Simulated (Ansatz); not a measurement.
Clean, relaxed (100) surface of TiC, space group Fm-3m (No. 225) (top face towards +c; held atoms: 1, 2, 3, 4, 5, 6, 7, 8, 9, 10, 11, 12, 13, 14, 15, 16):

```xyz
32
Lattice="6.0686 0.0000 0.0000 0.0000 6.0686 0.0000 0.0000 0.0000 22.4368" Properties=species:S:1:pos:R:3 pbc="T T T"
Ti    1.5172    1.5172    8.0000
Ti    1.5172    4.5515    8.0000
Ti    4.5515    1.5172    8.0000
Ti    4.5515    4.5515    8.0000
C     3.0343    3.0343    8.0000
C     3.0343    0.0000    8.0000
C     0.0000    3.0343    8.0000
C     0.0000    0.0000    8.0000
Ti    3.0343    3.0343   10.1456
Ti    3.0343    0.0000   10.1456
Ti    0.0000    3.0343   10.1456
Ti    0.0000    0.0000   10.1456
C     4.5515    4.5515   10.1456
C     4.5515    1.5172   10.1456
C     1.5172    4.5515   10.1456
C     1.5172    1.5172   10.1456
Ti    4.5515    4.5515   12.2700
Ti    4.5515    1.5172   12.2700
Ti    1.5172    4.5515   12.2700
Ti    1.5172    1.5172   12.2700
C     0.0000    0.0000   12.2869
C     0.0000    3.0343   12.2869
C     3.0343    0.0000   12.2869
C     3.0343    3.0343   12.2869
Ti    0.0000    0.0000   14.3648
Ti    0.0000    3.0343   14.3648
Ti    3.0343    0.0000   14.3648
Ti    3.0343    3.0343   14.3648
C     1.5172    1.5172   14.4907
C     1.5172    4.5515   14.4907
C     4.5515    1.5172   14.4907
C     4.5515    4.5515   14.4907
```

Theory: DFT PBE+D3(BJ), scalar-relativistic, plane waves, PAW in Ansatz 0.2.0. Settings: cutoff 420 eV, Γ-centred mesh 3×3×1 on the computed 40-atom cell, Gaussian smearing of 0.10 eV; no spin polarisation. A dipole correction removes the field between periodic images along c.

CH3SiH3 is put on the top face, one molecule per 36.8 Å², and relaxed from 2 starts; the cell is lengthened along c to keep the vacuum. E_ads is per molecule, from the clean relaxed slab and the free relaxed molecule; negative means bound; no zero-point or thermal terms, forces under 0.04 eV/Å, and the free molecule is spin-polarised where open-shell. Heights count from the highest slab atom. Δp counts per cell along +c.

| start | E_ads (eV) | molecule | lowest atom's height (Å) | shortest contact | Δφ top (eV) | Δp (e·Å) |
| --- | --- | --- | --- | --- | --- | --- |
| flat, lowest atom H over a hollow Ti-Ti site | -0.85 | whole | 1.81 | H–Ti 1.92 Å | -0.04 | +0.017 |
| upright, lowest atom H over a hollow Ti-Ti site | -0.85 | whole | 1.81 | H–Ti 1.92 Å | -0.04 | +0.017 |

Each end is the local minimum that its start leads to.